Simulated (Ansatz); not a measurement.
**Br: from a first guess to the relaxed fcc type**

First guess:

```xyz
1
Lattice="0.0000 1.7718 1.7718 1.7718 0.0000 1.7718 1.7718 1.7718 0.0000" Properties=species:S:1:pos:R:3 pbc="T T T"
Br    0.0000    0.0000    0.0000
```

Computed with DFT, PBE, PAW with Ansatz's default frozen-core files, scalar-relativistic in Ansatz 0.2.0.

Cell and atoms relax within the symmetry of the start on a 16×16×16 k mesh with 0.03 eV Fermi–Dirac smearing.

The start is built from a prototype, known or not as a phase of this compound; the cutoff is 420 eV.

Q: What is the pressure of the first guess?

A: 203.8 GPa.

Q: What does it relax to?

A: a = 4.723 Å, b = 4.723 Å, c = 4.723 Å, α = 90.00°, β = 90.00°, γ = 90.00° (conventional cell), 26.34 Å³ per atom:
Space group Fm-3m (No. 225). a = 4.723 Å, b = 4.723 Å, c = 4.723 Å, α = 90.00°, β = 90.00°, γ = 90.00°
| atom | site | symmetry | x | y | z |
| --- | --- | --- | --- | --- | --- |
| Br | 4a | m-3m | 0.0000 | 0.0000 | 0.0000 |

Q: How much energy does the relaxation release?

A: 4293 meV/atom.
